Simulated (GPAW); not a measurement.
Write an ASE script for GPAW 26.7.0 that does the following.

* Task: Fermi surface
* Functional: PBE
* Dispersion: D3(op)
* Potentials or basis: GPAW PAW data sets (gpaw-data 1.2.1)
* Cutoff: 680 eV
* Basis: pw
* k mesh: 5 × 5 × 4
* Occupations: fermi-dirac, width 0.01 eV
* Spin: no spin polarisation
* Maxiter: 150
* Fermi k mesh: 8 × 8 × 6

The structure of ZrB2 lies in POSCAR:

```
ZrB2
1.0
    3.1700000000      0.0000000000      0.0000000000
   -1.5850000000      2.7453005300      0.0000000000
    0.0000000000      0.0000000000      3.5330000000
Zr B
1 2
Direct
    0.0000000000      0.0000000000      0.0000000000
    0.6666666667      0.3333333333      0.5000000000
    0.3333333333      0.6666666667      0.5000000000
```

These files were run (other wordings do the same):

run.py

```python
import json
import numpy as np
from ase.calculators.mixing import SumCalculator
from ase.dft.bandgap import bandgap
from ase.io import read, write
from ase.units import GPa
from dftd3.ase import DFTD3
from gpaw import GPAW, PW

atoms = read('POSCAR')

calc = GPAW(mode=PW(680),
            xc='PBE',
            kpts={'size': (5, 5, 4), 'gamma': True},
            occupations={'name': 'fermi-dirac', 'width': 0.01},
            nbands=20,
            convergence={'density': 1e-05, 'energy': 1e-05},
            maxiter=150,
            txt='gpaw.txt')
atoms.calc = SumCalculator([calc, DFTD3(method='pbe', damping='d3op')])
energy = atoms.get_potential_energy()
forces = atoms.get_forces()
stress = atoms.get_stress()
calc.write('gs.gpw')
write('result.traj', atoms)
print(f'Energy: {energy:.6f} eV')
print('Forces (eV/A):')
print(forces.round(4))
print('Stress (GPa):', (stress / GPa).round(3))
print('Fermi level:', round(calc.get_fermi_level(), 4), 'eV')
print(f'Gap: {bandgap(calc)[0]:.4f} eV, direct: {bandgap(calc, direct=True)[0]:.4f} eV')

size = (8, 8, 6)
dense = calc.fixed_density(kpts={'size': size, 'gamma': True}, update_fermi_level=True,
                           convergence={'bands': 'CBM+2.0', 'eigenstates': 1e-7}, txt='dense.txt')
ef = dense.get_fermi_level()
index = np.round(dense.get_bz_k_points() * size).astype(int) % size
recip = 2 * np.pi * atoms.cell.reciprocal()
sheets = []
for s, e_kn in enumerate(dense.eigenvalues()):
    for n in range(e_kn.shape[1] - 2):
        if e_kn[:, n].min() < ef < e_kn[:, n].max():
            e = np.empty(size)
            e[tuple(index.T)] = e_kn[dense.get_bz_to_ibz_map(), n] - ef
            de = np.array([(np.roll(e, -1, c) - np.roll(e, 1, c)) * size[c] / 2 for c in range(3)])
            v = np.linalg.norm(np.einsum('vc,cxyz->vxyz', np.linalg.inv(recip), de), axis=0)
            w = np.exp(-(e / 0.1)**2) / (0.1 * np.pi**0.5)
            sheets.append({'spin': s, 'band': n, 'filled': (e < 0).mean(), 'dos': w.mean(), 'bottom': e.min(), 'top': e.max(),
                           'velocity': (w * v).sum() / w.sum() * 1.519267e5, 'slice': e[:, :, 0].round(3).tolist()})
            print(f'spin {s} band {n}: filled share {sheets[-1]["filled"]:.3f}, from {e.min():.3f} to {e.max():.3f} eV,',
                  f'{w.mean():.3f} states/eV, mean velocity {sheets[-1]["velocity"]:.3e} m/s')
print('Fermi level on the dense mesh:', round(ef, 4), 'eV,', len(sheets), 'sheets')
json.dump({'ef': ef, 'sheets': sheets}, open('fermi.json', 'w'))
```

Potentials or basis: GPAW PAW data sets (gpaw-data 1.2.1), pw.

Run with:

```bash
$ OMP_NUM_THREADS=1 python run.py
```

It gave:

The pressure is -4.6 GPa, the band gap on the k mesh is none (metal or under the smearing width) and the dispersion energy per atom is -0.285 eV.

Caveat: the k mesh is coarse (spacing up to 0.46 Å⁻¹), so the values aren't converged; the cutoff is short for stress and forces, so pressures can be off by a GPa or more; pairwise dispersion overbinds metals, which lowers pressure and volume.

Wall time 19 s on 1 thread of Arm Neoverse V1 (shared host), peak memory 0.2 GiB.
